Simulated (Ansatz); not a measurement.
**Ruthenium, omega (AlB2-type) under r²SCAN: structure, energy and stiffness**

What does r²SCAN give for ruthenium in the omega (AlB2-type) structure? We relax it, solve it on a dense k-mesh, then scale the cell to 7 volumes from 88 to 112 % of the relaxed one and try a fit of the equation of state. Spin polarisation is left out. The k-meshes are 9×9×12 for the relaxation; 11×11×16 for the dense run; 10×10×13 for the volumes.

Method: DFT r2SCAN, plane waves (500 eV) with PAW, scalar-relativistic; the PAW data stem from PBE, with regenerated cores, in Ansatz 0.2.0.

**1. Starting point**

The structure is hexagonal, space group P6/mmm (No. 191). The conventional cell has a = 4.247 Å, b = 4.247 Å, c = 2.603 Å, α = 90.00°, β = 90.00°, γ = 120.00°. Around Ru (site symmetry 6/mmm) lie 14 Ru at 2.60 to 2.78 Å. Ru (site symmetry -6m2) is surrounded by 11 Ru at 2.45 to 2.78 Å.

Structure file:

```cif
data_structure
_symmetry_space_group_name_H-M 'P 1'
_symmetry_Int_Tables_number 1
_cell_length_a 4.2469
_cell_length_b 4.2469
_cell_length_c 2.6034
_cell_angle_alpha 90.000
_cell_angle_beta 90.000
_cell_angle_gamma 120.000
_cell_volume 40.66
loop_
_atom_site_label
_atom_site_type_symbol
_atom_site_fract_x
_atom_site_fract_y
_atom_site_fract_z
_atom_site_occupancy
Ru1 Ru 0.00000 0.00000 0.00000 1
Ru2 Ru 0.33333 0.66667 0.50000 1
Ru3 Ru 0.66667 0.33333 0.50000 1
```

**2. Geometry optimisation**

input.yaml

```yaml
crystal:
  lattice:
    - [4.2469224303, 0.0, 0.0]
    - [-2.1234612151, 3.6779427125, 0.0]
    - [0.0, 0.0, 2.6033634498]
  atoms:
    - { symbol: Ru, position: [0.0, 0.0, 0.0] }
    - { symbol: Ru, position: [0.3333333333, 0.6666666667, 0.5] }
    - { symbol: Ru, position: [0.6666666667, 0.3333333333, 0.5] }
hamiltonian:
  xc: r2scan
  pseudopotentials:
    kind: paw
    azcp:
      Ru: "pseudopotentials/Ru.paw.azcp"
basis:
  ecutwfc: 500
  fft_grid_basis: typed
kpoints:
  mp_grid: { grid: [9, 9, 12], shift: [0, 0, 0] }
magnetization:
  spin_polarized: false
scf:
  occupations: { method: fermi_dirac, width: 0.1 }
relax:
  max_steps: 60
  f_tol: 0.01
  cell: {}
```

On the command line:

```sh
> ansatz run input.yaml --threads 1 --pin off --max-ram 3584MiB --backend cpu --events-out ev --progress --plain --runs-dir out
```

Standard output, shortened:

```text
[...]
Pseudopotentials: kind: paw
Pseudopotential: Ru, paw, valence charge 16, recommended cutoff 500 eV (meta_gga), <dir>
Functional definition: r2SCAN
[...]
Crystal: 3 atoms, lattice volume = 40.664 Å³
Basis set: ecut = 500 eV, 1023 PW (Γ), exchange–correlation on 128×128×80 points (64 copies of the dense FFT grid, shifted against one another)
Bands: 29, of which v1, the nominal top of the filled ones, is band 24 counted from 1 (23 counted from 0)
Symmetry: 24 space group operations
Space group: P6/mmm (ITA 191), of the structure as read, at distance tolerance 3.4e-5 Å
k-points: 84 of 972
[...]
SCF iter   1: F=—  HF=-17671.302292 eV  |F-HF|=—  |Δ(HF+E_count)|=         —  Δρ=1.23e-2  dr2=2.15e-2  dr2_τ=2.34e-2  ethr=1.77e-3  ⟨swp⟩=4.9  Hψ=8791  notcnv=0
[...]
relax step   1: F+E_penalty+E_count = -17671.33400906 eV  Δ(F+E_penalty+E_count) = +0.000e0 eV  max|allowed force component| = 9.869e-17 eV/Å  Δτ_max = 0.0000 Å  P = +6.255 GPa  Ω = 40.664 Å³  (7 SCF iters, dr2 threshold 1.00e-7 eV, accepted)
[...]
relax step   5: F+E_penalty+E_count = -17671.37252145 eV  Δ(F+E_penalty+E_count) = -2.504e-6 eV  max|allowed force component| = 2.776e-17 eV/Å  Δτ_max = 0.0000 Å  P = -0.000 GPa  Ω = 41.490 Å³  energy of the carried Pulay correction = -5.503e-4 eV  (4 SCF iters, dr2 threshold 1.60e-8 eV, accepted)
[...]
relax step   6: F+E_penalty+E_count = -17671.37315489 eV  Δ(F+E_penalty+E_count) = -6.334e-4 eV  max|allowed force component| = 2.467e-17 eV/Å  Δτ_max = 0.0000 Å  P = +0.013 GPa  Ω = 41.490 Å³  stress off target by 2.37e-2 GPa  SCF on the basis re-selected at this cell (its energy is not [...]
SCF converged after 7 iterations
Free energy (F): -17671.373155 eV
[...]
E sigma→0 (E₀):  -17671.319121 eV
Entropy (-TS):   -0.108069 eV (-36.023 meV/atom)
Fermi energy:    23.072888 eV
[...]
--- Forces (eV/Å), atoms counted from 1 ---
  atom   1  Ru    -0.00000000     0.00000000     0.00000000
  atom   2  Ru     0.00000000    -0.00000000    -0.00000000
  atom   3  Ru    -0.00000000     0.00000000     0.00000000
[...]
--- Stress (GPa, compression-positive) ---
        0.007117       0.000000      -0.000000
        0.000000       0.007117       0.000000
       -0.000000       0.000000       0.023674
  P = ⅓ Tr σ = 0.0126 GPa (0.126 kbar)
--- Relaxed structure (5 steps of the walk, 5 accepted, 1 SCFs on fresh bases) ---
  F+E_penalty+E_count = -17671.37315489 eV   max|allowed force component| = 2.467e-17 eV/Å   (the final SCF, on the basis selected at the relaxed cell)
  cell:  # Å, volume = 41.4899 Å³
    - [4.239781009402554, -2.8818912905742992e-11, 0.0]
    - [-2.1198905046763192, 3.671758060639851, 0.0]
    - [0.0, 0.0, 2.66517117978684]
  atoms:
    - { symbol: Ru, position: [2.220122326463794e-35, 3.0545857345827584e-35, 0.0] }
    - { symbol: Ru, position: [0.3333333333333333, 0.6666666666666666, 0.5] }
    - { symbol: Ru, position: [0.6666666666666665, 0.3333333333333333, 0.5] }
```

It took 91 s on 1 thread of Intel Xeon Platinum 8259CL at 2.50GHz (Skylake/Cascade Lake), shared host; peak memory 0.66 GiB.

The walk, from the log:

```csv
step,energy change (meV/atom),largest force (eV/Å),pressure (GPa),volume (Å³/atom)
1,0.00,0.0000,6.25,13.555
2,-6.55,0.0000,-5.89,14.113
3,-12.73,0.0000,-0.78,13.864
4,-12.84,0.0000,0.00,13.830
5,-12.84,0.0000,0.00,13.830
6,-13.05,0.0000,0.01,13.830
```

Steps that repeat a cell are solved on a basis chosen anew, so their changes of energy are no gain of the relaxation.

Changes in the cell that was computed:

|  | before | after | change |
| --- | --- | --- | --- |
| a (Å) | 4.247 | 4.240 | -0.2 % |
| b (Å) | 4.247 | 4.240 | -0.2 % |
| c (Å) | 2.603 | 2.665 | +2.4 % |
| volume (Å³/atom) | 13.555 | 13.830 | +2.0 % |
| shortest distance (Å) | 2.452 | 2.448 | -0.2 % |
| space group (spins left aside) | P6/mmm | P6/mmm | same |

**3. Single point on a dense mesh**

input.yaml

```yaml
crystal:
  lattice:
    - [4.2397810094, 0.0, 0.0]
    - [-2.1198905047, 3.6717580606, 0.0]
    - [0.0, 0.0, 2.6651711798]
  atoms:
    - { symbol: Ru, position: [0.0, 0.0, 0.0] }
    - { symbol: Ru, position: [0.3333333333, 0.6666666667, 0.5] }
    - { symbol: Ru, position: [0.6666666667, 0.3333333333, 0.5] }
hamiltonian:
  xc: r2scan
  pseudopotentials:
    kind: paw
    azcp:
      Ru: "pseudopotentials/Ru.paw.azcp"
basis:
  ecutwfc: 500
  fft_grid_basis: typed
kpoints:
  mp_grid: { grid: [11, 11, 16], shift: [0, 0, 0] }
magnetization:
  spin_polarized: false
scf:
  occupations: { method: fermi_dirac, width: 0.1 }
```

On the command line:

```sh
> ansatz run input.yaml --threads 1 --pin off --max-ram 3584MiB --backend cpu --events-out ev --progress --plain --runs-dir out
```

Standard output, shortened:

```text
[...]
[... 3 set-up lines as earlier in the session ...]
[...]
Crystal: 3 atoms, lattice volume = 41.490 Å³
Basis set: ecut = 500 eV, 1047 PW (Γ), exchange–correlation on 128×128×80 points (64 copies of the dense FFT grid, shifted against one another)
Bands: 29, of which v1, the nominal top of the filled ones, is band 24 counted from 1 (23 counted from 0)
[... 1 set-up line as earlier in the session ...]
Space group: P6/mmm (ITA 191), of the structure as read, at distance tolerance 3.5e-5 Å
k-points: 144 of 1936
[...]
SCF iter   1: F=—  HF=-17671.335476 eV  |F-HF|=—  |Δ(HF+E_count)|=         —  Δρ=1.28e-2  dr2=2.50e-2  dr2_τ=2.39e-2  ethr=1.77e-3  ⟨swp⟩=4.9  Hψ=15022  notcnv=0
[...]
SCF iter   8: F=-17671.367071 eV  HF=-17671.367071 eV  |F-HF|=7.69e-9  |Δ(HF+E_count)|=   1.44e-7  Δρ=4.74e-6  dr2=6.05e-9  dr2_τ=5.96e-10  ethr=2.08e-10  ⟨swp⟩=2.1  Hψ=8245  notcnv=0
[...]
SCF converged after 8 iterations
Free energy (F): -17671.367071 eV
[...]
E sigma→0 (E₀):  -17671.310301 eV
Entropy (-TS):   -0.113540 eV (-37.847 meV/atom)
Fermi energy:    23.058859 eV
[...]
```

It took 20 s on 1 thread of Intel Xeon Platinum 8259CL at 2.50GHz (Skylake/Cascade Lake), shared host; peak memory 0.65 GiB.

**4. At 88 % of the relaxed volume**

input.yaml

```yaml
crystal:
  lattice:
    - [4.0629141836, 0.0, 0.0]
    - [-2.0314570918, 3.5185868964, 0.0]
    - [0.0, 0.0, 2.5539908227]
  atoms:
    - { symbol: Ru, position: [0.0, 0.0, 0.0] }
    - { symbol: Ru, position: [0.3333333333, 0.6666666667, 0.5] }
    - { symbol: Ru, position: [0.6666666667, 0.3333333333, 0.5] }
hamiltonian:
  xc: r2scan
  pseudopotentials:
    kind: paw
    azcp:
      Ru: "pseudopotentials/Ru.paw.azcp"
basis:
  ecutwfc: 500
  fft_grid_basis: typed
kpoints:
  mp_grid: { grid: [10, 10, 13], shift: [0, 0, 0] }
magnetization:
  spin_polarized: false
scf:
  occupations: { method: fermi_dirac, width: 0.1 }
  lower_state_search: "off"
output:
  stress: true
  write_density: true
  write_potential: true
  elf: true
  volumetric_format: npy
```

On the command line:

```sh
> ansatz run input.yaml --threads 1 --pin off --max-ram 3584MiB --backend cpu --events-out ev --progress --plain --runs-dir out
```

Standard output, shortened:

```text
[...]
[... 3 set-up lines as earlier in the session ...]
[...]
Crystal: 3 atoms, lattice volume = 36.511 Å³
Basis set: ecut = 500 eV, 939 PW (Γ), exchange–correlation on 120×120×80 points (64 copies of the dense FFT grid, shifted against one another)
Bands: 29, of which v1, the nominal top of the filled ones, is band 24 counted from 1 (23 counted from 0)
[... 1 set-up line as earlier in the session ...]
Space group: P6/mmm (ITA 191), of the structure as read, at distance tolerance 3.3e-5 Å
k-points: 98 of 1300
[...]
SCF iter   1: F=-17670.594493 eV  HF=-17670.564396 eV  |F-HF|=3.01e-2  |Δ(HF+E_count)|=         —  Δρ=1.44e-2  dr2=3.46e-2  dr2_τ=3.91e-2  ethr=1.77e-3  ⟨swp⟩=5.2  Hψ=11218  notcnv=0
[...]
SCF iter   8: F=-17670.611916 eV  HF=-17670.611916 eV  |F-HF|=3.03e-9  |Δ(HF+E_count)|=   7.49e-8  Δρ=5.25e-6  dr2=7.78e-9  dr2_τ=5.32e-10  ethr=2.08e-10  ⟨swp⟩=8.8  Hψ=19419  notcnv=0
[...]
SCF converged after 8 iterations
Free energy (F): -17670.611916 eV
[...]
E sigma→0 (E₀):  -17670.567452 eV
Entropy (-TS):   -0.088928 eV (-29.643 meV/atom)
Fermi energy:    26.963487 eV
[...]
--- Stress (GPa, compression-positive) ---
       57.029145      -0.000000      -0.000000
       -0.000000      57.029145       0.000000
       -0.000000       0.000000      51.001030
  P = ⅓ Tr σ = 55.0198 GPa (550.198 kbar)
--- Band table (eV; the first three rows and the last of 98) ---
[...]
```

It took 22 s on 1 thread of Intel Xeon Platinum 8259CL at 2.50GHz (Skylake/Cascade Lake), shared host; peak memory 0.64 GiB.

Density in a lattice plane of the grid's cell (edges 4.06 and 4.06 Å, at 0.500 of the third edge), which holds Ru.

Values in e/Å³, 12 rows by 12 columns:
```
 0.46  0.39  0.35  0.43  0.76  1.33  1.29  0.74  0.41  0.35  0.39  0.46
 0.37  0.35  0.47  1.31  3.54  4.75  3.32  1.14  0.43  0.35  0.37  0.39
 0.35  0.43  1.31  4.82  8.47  8.39  4.77  1.19  0.41  0.35  0.35  0.35
 0.42  0.76  3.54  8.47 10.05  8.47  3.54  0.76  0.42  0.41  0.43  0.41
 0.61  1.33  4.75  8.39  8.47  4.80  1.46  0.65  0.76  1.19  1.14  0.74
 0.74  1.29  3.32  4.77  3.54  1.46  0.82  1.46  3.54  4.77  3.32  1.29
 0.61  0.74  1.14  1.19  0.76  0.65  1.46  4.80  8.47  8.39  4.75  1.33
 0.42  0.41  0.43  0.41  0.42  0.76  3.54  8.47 10.05  8.47  3.54  0.76
 0.35  0.35  0.35  0.35  0.41  1.19  4.77  8.39  8.47  4.82  1.31  0.43
 0.37  0.39  0.37  0.35  0.43  1.14  3.32  4.75  3.54  1.31  0.47  0.35
 0.46  0.46  0.39  0.35  0.41  0.74  1.29  1.33  0.76  0.43  0.35  0.39
 0.53  0.46  0.37  0.35  0.42  0.61  0.74  0.61  0.42  0.35  0.37  0.46
```
Columns run along the first of these edges and rows up along the second, over one cell in 12 and 12 even steps from the bottom left corner. Atoms in the plane (fractional): Ru at (0.33, 0.67), Ru at (0.67, 0.33).

ELF in the same plane.

Ten even steps from ' ' (0.20) to '@' (0.66):
```
......::::::........::--::::........::::........
....::::....    ::==++++==--..    ..::::........
::::::..    ..==**%%%%%%##++::    ..::::::......
::::..    ::**%%@@@@@@@@@@**--    ..::::::::::::
::..    --**@@@@##**%%@@@@##--    ..::::::::::::
::..  ::**@@@@**::--##@@@@++::  ................
....::++%%@@##--..==%%@@##==........          ..
::::--**@@@@##++++%%@@##++::................  ..
::::==##@@@@@@@@@@@@##++--::::::--++****++--::::
::::==**%%@@@@@@%%**==--::--==**%%@@@@@@%%**==::
::::::--++****++--::::::--++##@@@@@@@@@@@@##==::
::..  ................::++##@@%%++++##@@@@**--::
....          ........==##@@%%==..--##@@%%++::..
::................  ::++@@@@##--::**@@@@**::  ..
::::::::::::::..    --##@@@@%%**##@@@@**--    ..
::::::::::::::..    --**@@@@@@@@@@%%**::    ..::
::......::::::..    ::++##%%%%%%**==..    ..::::
..........::::..    ..--==++++==::    ....::::..
..........::::........::::--::........::::::....
........::::::::....::::::::::....::::::::......
```
Columns run along the first of these edges and rows up along the second, over one cell in 24 and 20 even steps from the bottom left corner. Atoms in the plane (fractional): Ru at (0.33, 0.67), Ru at (0.67, 0.33).

Both are smooth fields of the valence electrons: close to the nuclei they are not physical.

(Part 1 of 2 ends here.)
